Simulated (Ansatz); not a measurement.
Runs of Ansatz 0.2.0 on GaAs. Symmetry: F-43m, No. 216, cubic system. The conventional cell has a = 5.654 Å, b = 5.654 Å, c = 5.654 Å, α = 90.00°, β = 90.00°, γ = 90.00°. Around As (site symmetry -43m) lie 4 Ga at 2.45 Å. Ga (site symmetry -43m) is surrounded by 4 As at 2.45 Å. 

| task | level | k mesh | cutoff (eV) | smearing | basis error allowed | mesh quality | gap on the mesh (eV) | pressure (GPa) |
| --- | --- | --- | --- | --- | --- | --- | --- | --- |
| elastic constants | PBE | 6 × 6 × 6 | 341 | fermi-dirac 0.05 eV | 0.001 eV/atom | not flagged | 0.52 | 3.3 |
| single point | PBE | 8 × 8 × 8 | 316 | gaussian 0.02 eV | 0.001 eV/atom | not flagged | 0.52 | 3.3 |
| phonons | PBEsol | 6 × 6 × 6 | 341 | fermi-dirac 0.05 eV | 0.001 eV/atom | not flagged | (b) | - |
| single point | PBE | 3 × 3 × 3 | 277 | fermi-dirac 0.06 eV | 0.003 eV/atom | coarse | 0.50 | 4.5 |
| single point | PBE | 8 × 8 × 8 | 316 | gaussian 0.022 eV | 0.001 eV/atom | not flagged | 0.52 | 3.3 |
| single point | PBE | 8 × 8 × 8 | 316 | gaussian 0.028 eV | 0.001 eV/atom | not flagged | 0.52 | 3.3 |
| band structure | PBEsol | 8 × 8 × 8 | 316 | fermi-dirac 0.05 eV | 0.001 eV/atom | not flagged | (a) | 0.2 |

Alike in all rows: potentials or basis all-electron LAPW, scalar-relativistic; no spin polarisation; cell as given.

Task: Estimate the missing entries.

Result: (a) 0.45; (b) 0.44.

Caveats: some runs use coarse meshes; the cell is more than 3 GPa from zero pressure, which shifts response properties (some runs).

A k mesh can miss the band edges, and the runs leave out spin-orbit coupling on As, Ga.
